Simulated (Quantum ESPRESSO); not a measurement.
Nb:

```
Nb
1.0
    -1.66395    1.66395    1.66395
     1.66395   -1.66395    1.66395
     1.66395    1.66395   -1.66395
Nb
1
Direct
  0.00000 0.00000 0.00000
```

* Program: Quantum ESPRESSO 7.5
* Task: relaxation of cell and atoms
* Functional: PBEsol
* Dispersion: D3
* Potentials or basis: GBRV 1.5 PBEsol
* Cutoff: 612 eV
* Density cutoff: 4898 eV
* k mesh: 11 × 11 × 11
* Occupations: fermi-dirac, width 0.05 eV
* Spin: no spin polarisation

At the start: pressure -12.2 GPa; volume 18.43 Å³/atom.

Question: Where does the relaxation end?

Answer: Over 3 steps the energy falls by 50.1 meV/atom and the volume is 17.10 Å³/atom (-7.2 %); space group Im-3m (No. 229, to 0.05 Å).

Step by step:
```csv
step,energy change (eV),largest force (eV/Å),pressure (GPa),volume (Å³)
1,0.0000,0.0000,-12.19,18.43
2,-0.0487,0.0000,-2.55,17.35
3,-0.0501,0.0000,0.11,17.10
```

Final structure:
```
CELL_PARAMETERS angstrom
-1.62298 1.62298 1.62298
1.62298 -1.62298 1.62298
1.62298 1.62298 -1.62298
ATOMIC_POSITIONS crystal
Nb 0.00000 0.00000 0.00000
```

Caveat: pairwise dispersion overbinds metals, which lowers pressure and volume.
